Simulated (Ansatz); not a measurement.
The system is GaN.

```
CELL_PARAMETERS angstrom
3.21154 0.00000 0.00000
-1.60577 2.78127 0.00000
0.00000 0.00000 10.35684
ATOMIC_POSITIONS crystal
Ga 0.00000 0.00000 0.78587
Ga 0.66667 0.33333 0.03735
Ga 0.33333 0.66667 0.53735
Ga 0.00000 0.00000 0.28587
N 0.00000 0.00000 0.09304
N 0.66667 0.33333 0.34375
N 0.00000 0.00000 0.59304
N 0.33333 0.66667 0.84374
```

The cell is a database's computed one.

Program: Ansatz 0.2.0. Alike in all runs: task band structure; potentials or basis all-electron LAPW, scalar-relativistic; no spin polarisation; cell as given; k mesh 10 × 10 × 3; smearing fermi-dirac 0.05 eV; basis error allowed 0.002 eV/atom.

Order these runs on this cell by their pressure, lowest first.
A. level LDA; cutoff (eV) 394
B. level PBE; cutoff (eV) 393
C. level PBEsol; cutoff (eV) 393

A (-10.9 GPa), C (-6.1 GPa), B (-0.2 GPa).
